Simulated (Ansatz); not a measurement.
The elements of this relaxed trial crystal are hidden behind letters.

```
lattice vectors (Å)
   3.3364    0.0000    0.0000
   0.0000    3.3364    0.0000
   0.0000    0.0000    9.5414
fractional positions
X 0.0000 0.0000 0.0000
Z 0.5000 0.5000 0.2591
Z 0.0000 0.0000 0.5000
Z 0.5000 0.5000 0.7409
Q 0.0000 0.5000 0.1405
Q 0.5000 0.0000 0.3794
Q 0.0000 0.5000 0.6206
Q 0.5000 0.0000 0.8595
Q 0.0000 0.5000 0.3794
Q 0.5000 0.0000 0.6206
Q 0.0000 0.5000 0.8595
Q 0.5000 0.0000 0.1405
```

These are results of Ansatz 0.2.0, DFT PBE, scalar-relativistic, plane waves, PAW, not measurements. Plane waves to 420 eV, a 10×10×4 mesh through Γ for the 12-atom cell and 0.02 eV Gaussian smearing; no spin polarisation.

| Quantity | Value |
| --- | --- |
| Space group | P4/mmm (No. 123) |
| Conventional cell | a = 3.336 Å, c = 9.541 Å |
| Volume per atom | 8.85 Å³ |
| Density | 6.11 g/cm³ |
| Formation energy | −1.857 eV/atom |
| Gap on the 10×10×4 mesh of the 12-atom cell | 0.35 eV |

Energies are uncorrected and count from the elements' standard states at the same level.

**Question.** X is a d-block element of period 6, Z is a p-block element of period 3 and Q is a p-block element of period 2. Which elements are they?

**Answer.** X = Hf, Z = Si, Q = O, so the formula is HfSi3O8. Density times volume gives a mean mass of 6.11 × 8.85/1.6605 = 32.6 u per atom, and this set has 32.6 u. Hf is surrounded by 8 O at 2.14 Å; Si on a site of symmetry 4mm is surrounded by 8 O at 2.02 Å; O on its first site is surrounded by 2 Si at 2.02 Å, 2 Hf at 2.14 Å and 5 O at 2.28–2.36 Å; 2 more sites not described. Other sets within the hints have nearly the same mass, so mass alone doesn't settle it; this one was computed.

These runs have no spin–orbit coupling, which can matter for Hf. Kohn–Sham gaps at this level usually fall short of measured ones. A structure relaxed within its symmetry needn't be a true minimum. Another cell of HfSi3O8 relaxed alike, in P1, lies 1.02 eV/atom lower, so this cell isn't the stable form at this level.
